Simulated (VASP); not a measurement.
Something may be wrong with this VASP 6.6.1 calculation of B.

Contents of INCAR:

```
  PREC = Accurate
  ENCUT = 600
  EDIFF = 1E-6
  ISMEAR = -1
  SIGMA = 0.05
  LREAL = F
  LASPH = T
  NELM = 84
  ALGO = Fast
  ISIF = 3
  LWAVE = F
  LCHARG = F
  IBRION = 2
  NSW = 1
  EDIFFG = -0.005
  PSTRESS = 0
```

The input KPOINTS:

```
Automatic mesh
0
Gamma
  16 9 7
```

File POSCAR:

```
B
1.0
    1.6245600000      0.0000000000      0.0000000000
    0.0000000000      2.8661500000      0.0000000000
    0.0000000000      0.0000000000      3.9144000000
B
2
Direct
    0.0000000000      0.5000000000      0.6092600000
    0.5000000000      0.0000000000      0.3907400000
```

Potentials or basis: VASP PAW LDA potentials, release 64 (B).

The run is started by

```bash
$ cat potpaw_LDA.64/B/POTCAR > POTCAR
$ mpirun -np 1 vasp_std > vasp.out
```

OUTCAR:

```text
PREC = Accurate
   ENCUT = 600
   EDIFF = 1E-6
   ISMEAR = -1
   LREAL = F
   LASPH = T
   NELM = 84
   ISIF = 3
   IBRION = 2
   NSW = 1
   EDIFFG = -0.005
   PSTRESS = 0

 ion  position               nearest neighbor table
   1  0.000  0.500  0.609-   2 1.86   2 1.86   2 1.86   2 1.86
   2  0.500  0.000  0.391-   1 1.86   1 1.86   1 1.86   1 1.86

[... 440 lines left out ...]

  FORCE on cell =-STRESS in cart. coord.  units (eV):
  Direction    XX          YY          ZZ          XY          YZ          ZX
  --------------------------------------------------------------------------------------
  -------------------------------------------------------------------------------------
  Total       -0.8988947     -0.5813068     -0.5916825      0.0000000      0.0000000      0.0000000
  in kB      -79.0168163    -51.0994328    -52.0115070      0.0000000      0.0000000      0.0000000
  external PRESSURE =     -60.7092520 kB  Pullay stress =       0.0000000 kB

 VOLUME and BASIS-vectors are now :
 -----------------------------------------------------------------------------
  energy-cutoff  :      600.00
  volume of cell :       18.23
      direct lattice vectors                 reciprocal lattice vectors
     1.624560000  0.000000000  0.000000000     0.615551288  0.000000000  0.000000000
     0.000000000  2.866150000  0.000000000     0.000000000  0.348900092  0.000000000
     0.000000000  0.000000000  3.914400000     0.000000000  0.000000000  0.255466994

 POSITION                                       TOTAL-FORCE (eV/Angst)
 -----------------------------------------------------------------------------------
      0.00000      1.43308      2.38489         0.000000      0.000000     -0.215472
      0.81228      0.00000      1.52951         0.000000      0.000000      0.215472
 -----------------------------------------------------------------------------------
    total drift:                                0.000000      0.000000      0.000000

  FREE ENERGIE OF THE ION-ELECTRON SYSTEM (eV)
  ---------------------------------------------------
  free  energy   TOTEN  =       -13.8941790274 eV

  energy  without entropy=      -13.8910188002  energy(sigma->0) =      -13.89259891
```

On the terminal:

```text
POSCAR found type information on POSCAR B
 POSCAR found :  1 types and       2 ions
 scaLAPACK will be used
 LDA part: xc-table for (Slater(with rela. corr.)+CA(PZ))
 , standard interpolation
 POSCAR, INCAR and KPOINTS ok, starting setup
 FFT: planning ... GRIDC
 FFT: planning ... GRID_SOFT
 FFT: planning ... GRID
 WAVECAR not read
 entering main loop
 curvature:   0.00 expect dE= 0.000E+00 dE for cont linesearch  0.000E+00
 trial: gam= 0.00000 g(F)=  0.448E-02 g(S)=  0.361E-01 ort = 0.000E+00 (trialstep = 0.100E+01)
 search vector abs. value=  0.406E-01
```

Q: Diagnose the run.

A: The calculation stopped without meeting its thresholds. The input holds a flaw that was put in on purpose: too few ionic steps (NSW = 1).
